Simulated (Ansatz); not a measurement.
A relaxation computed with Ansatz, from input to last step.

```yaml
crystal:
  lattice:
    - [5.2099435099, 0.0, 0.0]
    - [0.0, 3.3776609967, 0.0]
    - [0.0, 0.0, 5.6008581112]
  atoms:
    - { symbol: Ni, position: [0.9915543867, 0.75, 0.1871429651] }
    - { symbol: Ni, position: [0.0084456133, 0.25, 0.8128570349] }
    - { symbol: Ni, position: [0.5084456133, 0.25, 0.6871429651] }
    - { symbol: Ni, position: [0.4915543867, 0.75, 0.3128570349] }
    - { symbol: Ge, position: [0.8135527664, 0.75, 0.5892228324] }
    - { symbol: Ge, position: [0.1864472336, 0.25, 0.4107771676] }
    - { symbol: Ge, position: [0.6864472336, 0.25, 0.0892228324] }
    - { symbol: Ge, position: [0.3135527664, 0.75, 0.9107771676] }
basis:
  ecutwfc: 420
kpoints:
  mp_grid: { grid: [8, 10, 6] }
hamiltonian:
  xc: pbesol
scf:
  occupations: { method: gaussian, width: 0.1 }
output:
  forces: true
  stress: true
  eigenvalues: true
relax:
  adjacent_minimum: "off"
  f_tol: 0.01
  max_steps: 30
  cell: { stress_tol: 0.1, fix: [volume] }
```

```bash
ansatz run input.yaml --threads 2 --pin off --max-ram 5120MiB --backend cpu --events-out ev --progress --plain --runs-dir out
```

Level of theory: DFT PBEsol, scalar-relativistic, plane waves, PAW in Ansatz.

The volume is held at 0.94 times that of the relaxed cell.

Of 4 frames 3 are shown, positions in Å and forces in eV/Å; the SCF threshold varies from step to step. Steps run on the plane waves of an earlier cell, with a Pulay correction in the pressure. The basis is chosen afresh for the last frame, the zero of the energies, and at times for earlier ones too; energy and pressure can step there, also at an unchanged geometry. Where two frames share a geometry here, they differ by under 2 meV/atom and 0.3 GPa. Spin polarisation was left out; whether the Ni atoms would carry moments isn't shown by this run.

```xyz
8
Lattice="5.2099 0.0000 0.0000 0.0000 3.3777 0.0000 0.0000 0.0000 5.6009" Properties=species:S:1:pos:R:3:forces:R:3 pbc="T T T" step=1 free_energy_over_end_meV_per_atom=0.42 pressure_GPa=11.41
Ni    5.1659    2.5332    1.0482   -0.0492    0.0000   -0.0421
Ni    0.0440    0.8444    4.5527    0.0492    0.0000    0.0421
Ni    2.6490    0.8444    3.8486    0.0492    0.0000   -0.0421
Ni    2.5610    2.5332    1.7523   -0.0492    0.0000    0.0421
Ge    4.2386    2.5332    3.3002    0.0680    0.0000    0.0143
Ge    0.9714    0.8444    2.3007   -0.0680    0.0000   -0.0143
Ge    3.5764    0.8444    0.4997   -0.0680    0.0000    0.0143
Ge    1.6336    2.5332    5.1011    0.0680    0.0000   -0.0143
8
Lattice="5.2087 0.0000 0.0000 0.0000 3.3818 0.0000 0.0000 0.0000 5.5954" Properties=species:S:1:pos:R:3:forces:R:3 pbc="T T T" step=2 free_energy_over_end_meV_per_atom=0.12 pressure_GPa=11.24
Ni    5.1611    2.5363    1.0427   -0.0210    0.0000   -0.0200
Ni    0.0476    0.8454    4.5527    0.0210    0.0000    0.0200
Ni    2.6520    0.8454    3.8403    0.0210    0.0000   -0.0200
Ni    2.5567    2.5363    1.7550   -0.0210    0.0000    0.0200
Ge    4.2429    2.5363    3.2987    0.0341    0.0000    0.0120
Ge    0.9658    0.8454    2.2967   -0.0341    0.0000   -0.0120
Ge    3.5702    0.8454    0.5010   -0.0341    0.0000    0.0120
Ge    1.6386    2.5363    5.0944    0.0341    0.0000   -0.0120
8
Lattice="5.2133 0.0000 0.0000 0.0000 3.3883 0.0000 0.0000 0.0000 5.5798" Properties=species:S:1:pos:R:3:forces:R:3 pbc="T T T" step=4 free_energy_over_end_meV_per_atom=0.00 pressure_GPa=11.05
Ni    5.1618    2.5412    1.0346    0.0045    0.0000    0.0016
Ni    0.0514    0.8471    4.5452   -0.0045    0.0000   -0.0016
Ni    2.6580    0.8471    3.8244   -0.0045    0.0000    0.0016
Ni    2.5552    2.5412    1.7553    0.0045    0.0000   -0.0016
Ge    4.2518    2.5412    3.2934    0.0034    0.0000    0.0033
Ge    0.9615    0.8471    2.2863   -0.0034    0.0000   -0.0033
Ge    3.5681    0.8471    0.5036   -0.0034    0.0000    0.0033
Ge    1.6451    2.5412    5.0762    0.0034    0.0000   -0.0033
```

The run took 100 s on 2 threads of Oxide Virtual Turin-like Processor (Zen 5), with other jobs on the host, peak memory 0.96 GiB.